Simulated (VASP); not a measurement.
# ZnO (P6_3mc) in VASP: band structure with HF

Aim: the band structure of ZnO with HF.

Program: VASP 6.6.1. These are calculated values, not measurements. Logs are shortened: lines on timing, memory, paths and dates and some standing lists are left out, and cuts for length are marked.

**Measured values to compare with.**

From “Electronic structure of alkaline earth and post-transition metal oxides”, 2009, arxiv:0908.1581, for a bulk crystal of ZnO: band gap 3.37 eV.

The runs below are set against these values where they give the same quantity.

## 1. The crystal as given

Symmetry: P6_3mc, No. 186, hexagonal system. Conventional cell: a = 3.287 Å, b = 3.287 Å, c = 5.306 Å, α = 90.00°, β = 90.00°, γ = 120.00°. Around Zn (site symmetry 3m) lie 4 O at 2.00 to 2.01 Å. O (site symmetry 3m) is surrounded by 4 Zn at 2.00 to 2.01 Å.

## 2. Band structure, HF

File POSCAR:

```
ZnO                                     
1.0
    3.2867857780      0.0000000000      0.0000000000
   -1.6433928890      2.8464399777     -0.0000000000
    0.0000000000      0.0000000000      5.3059749331
  Zn              O             
     2     2
Direct
     0.3333333300000021    0.6666666699999979    0.4999648971552683
     0.6666666699999979    0.3333333300000021    0.9999648971552684
     0.6666666699999979    0.3333333300000021    0.3790451028447326
     0.3333333300000021    0.6666666699999979    0.8790451028447326
```

File INCAR.step1:

```
SYSTEM = ZnO
ALGO = Normal
EDIFF = 1E-5
ENCUT = 520
GGA = PE
ISIF = 2
ISMEAR = 0
KPAR = 4
LASPH = .True.
LCHARG = .False.
LREAL = .False.
LWAVE = .True.
NBANDS = 26
NELM = 80
PREC = Accurate
SIGMA = 0.02
```

File INCAR.step2:

```
SYSTEM = ZnO
AEXX = 1.0
AGGAC = 0.0
ALDAC = 0.0
ALGO = Normal
EDIFF = 1E-7
ENCUT = 520
GGA = PE
HFRCUT = -1
ISIF = 2
ISMEAR = 0
ISTART = 1
KPAR = 4
LASPH = .True.
LCHARG = .False.
LHFCALC = .True.
LREAL = .False.
LWAVE = .False.
NBANDS = 26
NELM = 80
PREC = Accurate
PRECFOCK = Fast
SIGMA = 0.02
```

File KPOINTS:

```
k-points
0
Gamma
  6 6 4
  0 0 0
```

File KPOINTS_OPT:

```
path GMKGALHA,LM,KH
10
line-mode
reciprocal
 0.0000000000  0.0000000000  0.0000000000  G
 0.5000000000  0.0000000000  0.0000000000  M

 0.5000000000  0.0000000000  0.0000000000  M
 0.3333333333  0.3333333333  0.0000000000  K

 0.3333333333  0.3333333333  0.0000000000  K
 0.0000000000  0.0000000000  0.0000000000  G

 0.0000000000  0.0000000000  0.0000000000  G
 0.0000000000  0.0000000000  0.5000000000  A

 0.0000000000  0.0000000000  0.5000000000  A
 0.5000000000  0.0000000000  0.5000000000  L

 0.5000000000  0.0000000000  0.5000000000  L
 0.3333333333  0.3333333333  0.5000000000  H

 0.3333333333  0.3333333333  0.5000000000  H
 0.0000000000  0.0000000000  0.5000000000  A

 0.5000000000  0.0000000000  0.5000000000  L
 0.5000000000  0.0000000000  0.0000000000  M

 0.3333333333  0.3333333333  0.0000000000  K
 0.3333333333  0.3333333333  0.5000000000  H
```

Potentials or basis: VASP PAW PBE potentials, release 64 (Zn, O).

The run is started by

```console
$ cat potpaw_PBE.64/Zn/POTCAR potpaw_PBE.64/O/POTCAR > POTCAR
$ cp INCAR.step1 INCAR
$ mpirun -np 4 vasp_std > vasp.out
$ cp INCAR.step2 INCAR
$ mpirun -np 4 vasp_std > vasp.out
```

OUTCAR:

```text
SYSTEM = ZnO
   AEXX = 1.0
   EDIFF = 1E-7
   ENCUT = 520
   GGA = PE
   ISIF = 2
   ISMEAR = 0
   ISTART = 1
   LASPH = .True.
   LHFCALC = .True.
   LREAL = .False.
   NELM = 80
   PREC = Accurate
   PRECFOCK = Fast

 ion  position               nearest neighbor table
   1  0.333  0.667  0.500-   3 2.00   3 2.00   3 2.00   4 2.01
   2  0.667  0.333  1.000-   4 2.00   4 2.00   4 2.00   3 2.01
   3  0.667  0.333  0.379-   1 2.00   1 2.00   1 2.00   2 2.01
   4  0.333  0.667  0.879-   2 2.00   2 2.00   2 2.00   1 2.01

  LATTYP: Found a hexagonal cell.
 ALAT       =     3.2867857780
 C/A-ratio  =     1.6143354911

  Lattice vectors:

 A1 = (   3.2867857780,   0.0000000000,   0.0000000000)
 A2 = (  -1.6433928890,   2.8464399777,   0.0000000000)
 A3 = (   0.0000000000,   0.0000000000,   5.3059749331)

Analysis of symmetry for initial positions (statically):
=====================================================================
 Subroutine PRICEL returns:
 Original cell was already a primitive cell.

 Routine SETGRP: Setting up the symmetry group for a
 hexagonal supercell.

 Subroutine GETGRP returns: Found 12 space group operations
 (whereof  6 operations were pure point group operations)
 out of a pool of 24 trial point group operations.

The static configuration has the point symmetry C_3v.
 The point group associated with its full space group is C_6v.

Analysis of symmetry for dynamics (positions and initial velocities):
=====================================================================
 Subroutine PRICEL returns:
 Original cell was already a primitive cell.

 Routine SETGRP: Setting up the symmetry group for a
 hexagonal supercell.

 Subroutine GETGRP returns: Found 12 space group operations
 (whereof  6 operations were pure point group operations)
 out of a pool of 24 trial point group operations.

The dynamic configuration has the point symmetry C_3v.
 The point group associated with its full space group is C_6v.

 Subroutine INISYM returns: Found 12 space group operations
 (whereof  6 operations are pure point group operations),
 and found     1 'primitive' translations

----------------------------------------------------------------------------------------

                                     Primitive cell

  volume of cell :      49.6408

  direct lattice vectors                    reciprocal lattice vectors
     3.286785778  0.000000000  0.000000000     0.304248609  0.175658016  0.000000000
    -1.643392889  2.846439978  0.000000000     0.000000000  0.351316033  0.000000000
     0.000000000  0.000000000  5.305974933     0.000000000  0.000000000  0.188466778

  length of vectors
     3.286785778  3.286785776  5.305974933     0.351316032  0.351316033  0.188466778

  position of ions in fractional coordinates (direct lattice)
     0.333333330  0.666666670  0.499964897
     0.666666670  0.333333330  0.999964897
     0.666666670  0.333333330  0.379045103
     0.333333330  0.666666670  0.879045103

  ion indices of the primitive-cell ions
   primitive index   ion index
                 1           1
                 2           2
                 3           3
                 4           4

----------------------------------------------------------------------------------------

 KPOINTS: k-points

Automatic generation of k-mesh.
 Grid dimensions read from file:
 generate k-points for:    6    6    4

 Generating k-lattice:

  Cartesian coordinates                     Fractional coordinates (reciprocal lattice)
     0.050708101  0.029276336  0.000000000     0.166666667 -0.000000000  0.000000000
     0.000000000  0.058552672  0.000000000     0.000000000  0.166666667  0.000000000
     0.000000000  0.000000000  0.047116695     0.000000000  0.000000000  0.250000000

  Length of vectors
     0.058552672  0.058552672  0.047116695

  Shift w.r.t. Gamma in fractional coordinates (k-lattice)
     0.000000000  0.000000000  0.000000000

 Subroutine IBZKPT returns following result:
 ===========================================

 Found     21 irreducible k-points:

 Following reciprocal coordinates:
            Coordinates               Weight
  0.000000  0.000000  0.000000      1.000000
  0.166667  0.000000  0.000000      6.000000
  0.333333  0.000000  0.000000      6.000000
  0.500000  0.000000  0.000000      3.000000
  0.166667  0.166667  0.000000      6.000000
  0.333333  0.166667  0.000000     12.000000
[... 13 lines left out ...]
  0.333333  0.166667  0.500000     12.000000
  0.333333  0.333333  0.500000      2.000000
   k-points           NKPTS =     21   k-points in BZ     NKDIM =    144   number of bands    NBANDS=     26
   number of dos      NEDOS =    301   number of ions     NIONS =      4
   total plane-waves  NPLWV =  23040
   dimension x,y,z NGX =    24 NGY =   24 NGZ =   40
   dimension x,y,z NGXF=    48 NGYF=   48 NGZF=   80
   ions per type =               2   2
   NGX,Y,Z   is equivalent  to a cutoff of  12.14, 12.14, 12.53 a.u.
   NGXF,Y,Z  is equivalent  to a cutoff of  24.28, 24.28, 25.07 a.u.
 SYSTEM =  ZnO
   PREC   = accura    normal or accurate (medium, high low for compatibility)
   ISTART =      1    job   : 0-new  1-cont  2-samecut
   ICHARG =      0    charge: 1-file 2-atom 10-const
   ISPIN  =      1    spin polarized calculation?
   LNONCOLLINEAR =      F non collinear calculations
   LSORBIT =      F    spin-orbit coupling
   LASPH  =      T    aspherical Exc in radial PAW
   ENCUT  =  520.0 eV  38.22 Ry    6.18 a.u.   6.11  6.11  9.87*2*pi/ulx,y,z
   NELM   =     80;   NELMIN=  2; NELMDL=  0     # of ELM steps
   EDIFF  = 0.1E-06   stopping-criterion for ELM
   LREAL  =      F    real-space projection
   EDIFFG = 0.1E-05   stopping-criterion for IOM
   NSW    =      0    number of steps for IOM
   IBRION =     -1    ionic relax: 0-MD 1-quasi-New 2-CG
   NFREE  =      0    steps in history (QN), initial steepest desc. (CG)
   ISIF   =      2    stress and relaxation
   ISYM   =      3    0-nonsym 1-usesym 2-fastsym
   POTIM  = 0.5000    time-step for ionic-motion
   TEBEG  =    0.0;   TEEND  =   0.0 temperature during run
   PSTRESS=    0.0 pullay stress
   NELECT =      36.0000    total number of electrons
   NUPDOWN=      -1.0000    fix difference up-down
   EMIN   =  10.00;   EMAX   =-10.00  energy-range for DOS
   EFERMI =   0.00;   METHOD = LEGACY
   ISMEAR =     0;   SIGMA  =   0.02  broadening in eV -4-tet -1-fermi 0-gaus
   EFERMI_NEDOS =   21; number of points for ismear=-14 and -15
   IALGO  =     38    algorithm
   IMIX   =      1    mixing-type and parameters
     AMIX     =   0.40;   BMIX     =  1.00
     AMIX_MAG =   1.60;   BMIX_MAG =  1.00
  volume/ion in A,a.u.               =      12.41        83.75
  Fermi-wavevector in a.u.,A,eV,Ry     =   1.470831  2.779468 29.434082  2.163344
  Thomas-Fermi vector in A             =   2.586040
   LORBIT       =      0    0 simple, 1 ext, 2 COOP (PROOUT), +10 PAW based schemes
   GGA     = PE    functional components
   LHFCALC =     T    Hartree Fock is set to
   PRECFOCK=fast      Normal, Fast or Accurate (Low or Medium for compatibility)
   ENCUT4O =  -1.0   cutoff for four orbital integrals eV
   NKREDX  =     1    reduce k-point grid by
   NKREDY  =     1    reduce k-point grid by
   NKREDZ  =     1    reduce k-point grid by
   AEXX    =    1.0000 exact exchange contribution
   HFSCREEN=    0.0000 screening length (either q_TF or 0.3 A-1)
   HFSCREENC=   0.0000 screening length for correlation (either q_TF or 0.3 A-1)
   ENCUTFOCK=  -1.0 apply spherical cutoff to Coloumb kernel
   IVDW    =     0    specifies the selected vdW correction
   LEPSILON=     F    determine dielectric tensor
   LRPA    =     F    only Hartree local field effects (RPA)
 non-spin polarized calculation
 Gauss-broadening in eV      SIGMA  =   0.02
  energy-cutoff  :      520.00
  volume of cell :       49.64
 maximum number of plane-waves:      1362
  NGX = 14; NGY = 14; NGZ = 24

 number of electron      36.0000039 magnetization

 Free energy of the ion-electron system (eV)
  ---------------------------------------------------
  ext. energy  EPLUGINS =         0.00000000
  ---------------------------------------------------
  free energy    TOTEN  =       -39.49919629 eV

  energy without entropy =      -39.49919629  energy(sigma->0) =      -39.49919629

 E-fermi :  -4.4244     XC(G=0):   0.0000

 val. band max:       -4.5604895437   @ k =   0.0000   0.0000   0.0000
 cond. band min:       6.4483123736   @ k =   0.0000   0.0000   0.0000
 fundamental gap:     11.0088019173
 Fermi energy:        -4.4243626170

 k-point     1 :       0.0000    0.0000    0.0000
  band No.  band energies     occupation
      1     -27.8355      2.00000
      2     -27.1133      2.00000
      3     -14.3475      2.00000
      4     -14.3475      2.00000
      5     -14.3416      2.00000
      6     -14.1785      2.00000
[... 18 lines left out ...]
     25      21.4929      0.00000
     26      21.4930      0.00000

 k-point     2 :       0.1667    0.0000    0.0000
  band No.  band energies     occupation
      1     -27.6859      2.00000
      2     -27.0507      2.00000
      3     -14.3255      2.00000
      4     -14.2770      2.00000
      5     -14.2487      2.00000
      6     -14.1134      2.00000
[... 18 lines left out ...]
     25      20.9203      0.00000
     26      21.7312      0.00000

 k-point     3 :       0.3333    0.0000    0.0000
  band No.  band energies     occupation
      1     -27.3528      2.00000
      2     -26.9437      2.00000
      3     -14.2447      2.00000
      4     -14.1668      2.00000
      5     -14.0459      2.00000
      6     -13.8683      2.00000
[... 18 lines left out ...]
     25      20.3106      0.00000
     26      21.5983      0.00000

 k-point     4 :       0.5000    0.0000    0.0000
  band No.  band energies     occupation
      1     -27.1447      2.00000
      2     -26.9234      2.00000
      3     -14.2292      2.00000
      4     -14.1329      2.00000
      5     -13.8319      2.00000
      6     -13.8275      2.00000
[... 18 lines left out ...]
     25      19.8910      0.00000
     26      22.0237      0.00000
[... 409 lines left out ...]
      1     -27.2012      2.00000
      2     -27.2012      2.00000
      3     -14.1574      2.00000
      4     -14.1574      2.00000
      5     -14.0910      2.00000
      6     -14.0910      2.00000
[... 18 lines left out ...]
     25      20.3904      0.00000
     26      20.3904      0.00000

 k-point    20 :       0.3333    0.1667    0.5000
  band No.  band energies     occupation
      1     -27.0283      2.00000
      2     -27.0283      2.00000
      3     -14.1340      2.00000
      4     -14.1340      2.00000
      5     -13.9738      2.00000
      6     -13.9738      2.00000
[... 18 lines left out ...]
     25      20.9785      0.00000
     26      20.9785      0.00000

 k-point    21 :       0.3333    0.3333    0.5000
  band No.  band energies     occupation
      1     -26.9720      2.00000
      2     -26.9720      2.00000
      3     -14.0594      2.00000
      4     -14.0594      2.00000
      5     -13.9990      2.00000
      6     -13.9990      2.00000
[... 18 lines left out ...]
     25      21.9526      0.00000
     26      21.9526      0.00000

------------------------ aborting loop because EDIFF is reached ----------------------------------------

  FORCE on cell =-STRESS in cart. coord.  units (eV):
  Direction    XX          YY          ZZ          XY          YZ          ZX
  --------------------------------------------------------------------------------------
  -------------------------------------------------------------------------------------
  Total       -0.3654919     -0.3654919     -0.6608704      0.0000000     -0.0000000      0.0000000
  in kB      -11.7964071    -11.7964071    -21.3298738      0.0000000     -0.0000000      0.0000000
  external PRESSURE =     -14.9742293 kB  Pullay stress =       0.0000000 kB

 VOLUME and BASIS-vectors are now :
 -----------------------------------------------------------------------------
  energy-cutoff  :      520.00
  volume of cell :       49.64
      direct lattice vectors                 reciprocal lattice vectors
     3.286785778  0.000000000  0.000000000     0.304248609  0.175658016  0.000000000
    -1.643392889  2.846439978  0.000000000     0.000000000  0.351316033  0.000000000
     0.000000000  0.000000000  5.305974933     0.000000000  0.000000000  0.188466778

 POSITION                                       TOTAL-FORCE (eV/Angst)
 -----------------------------------------------------------------------------------
     -0.00000      1.89763      2.65280        -0.000000      0.000000     -0.030287
      1.64339      0.94881      5.30579         0.000000     -0.000000     -0.030287
      1.64339      0.94881      2.01120        -0.000000      0.000000      0.030287
     -0.00000      1.89763      4.66419         0.000000      0.000000      0.030287
 -----------------------------------------------------------------------------------
    total drift:                               -0.000005      0.000009     -0.001173

  FREE ENERGIE OF THE ION-ELECTRON SYSTEM (eV)
  ---------------------------------------------------
  free  energy   TOTEN  =       -39.4991962930 eV

  energy  without entropy=      -39.4991962930  energy(sigma->0) =      -39.49919629
```

It took 39 min on 4 MPI ranks of Intel Xeon 6975P-C (Granite Rapids), shared host; peak memory 0.27 GiB.

What came out:

```yaml
Free_energy: -39.4992 eV
Pressure: -1.5 GPa
Largest_force: 0.030 eV/Å
Band_gap_on_the_k_mesh: 11.01 eV, direct
Band_gap_along_the_path: 11.01 eV, direct
```

Forces in eV/Å, atoms in the order of the input:
```
Zn   0.000  0.000 -0.030
Zn   0.000  0.000 -0.030
O    0.000  0.000  0.030
O    0.000  0.000  0.030
```

Levels at the corners of the path, in eV from the valence-band top:
| point | band 16 | band 17 | band 18 | band 19 | band 20 | band 21 |
| --- | --- | --- | --- | --- | --- | --- |
| Γ | -0.03 | 0.00 | 0.00 | 11.01 | 16.28 | 19.42 |
| M | -2.38 | -1.48 | -0.89 | 16.85 | 17.28 | 17.94 |
| M | -2.38 | -1.48 | -0.89 | 16.85 | 17.28 | 17.94 |
| K | -2.22 | -2.22 | -2.02 | 17.72 | 18.77 | 19.38 |
| K | -2.22 | -2.22 | -2.02 | 17.72 | 18.77 | 19.38 |
| Γ | -0.03 | 0.00 | 0.00 | 11.01 | 16.28 | 19.42 |
| Γ | -0.03 | 0.00 | 0.00 | 11.01 | 16.28 | 19.42 |
| A | -0.44 | -0.44 | -0.44 | 13.87 | 13.87 | 21.44 |
| A | -0.44 | -0.44 | -0.44 | 13.87 | 13.87 | 21.44 |
| L | -1.63 | -1.51 | -1.51 | 16.16 | 16.16 | 20.26 |
| L | -1.63 | -1.51 | -1.51 | 16.16 | 16.16 | 20.26 |
| H | -3.15 | -1.29 | -1.29 | 18.44 | 18.44 | 19.05 |
| H | -3.15 | -1.29 | -1.29 | 18.44 | 18.44 | 19.05 |
| A | -0.44 | -0.44 | -0.44 | 13.87 | 13.87 | 21.44 |
| L | -1.63 | -1.51 | -1.51 | 16.16 | 16.16 | 20.26 |
| M | -2.38 | -1.48 | -0.89 | 16.85 | 17.28 | 17.94 |
| K | -2.22 | -2.22 | -2.02 | 17.72 | 18.77 | 19.38 |
| H | -3.15 | -1.29 | -1.29 | 18.44 | 18.44 | 19.05 |

Caveat: the PAW data sets were made with another functional, which shifts forces and pressure a little.

## 3. Against experiment

Step 2. A measured gap of ZnO is 3.37 eV (quoted in “Electronic structure of alkaline earth and post-transition metal oxides”, 2009, arxiv:0908.1581); the calculated 11.01 eV misses it by +7.64 eV. So large a miss can be the level of theory's own, or it may mean another phase, state or a wrong row. The value is that of HF, without temperature or zero-point motion.
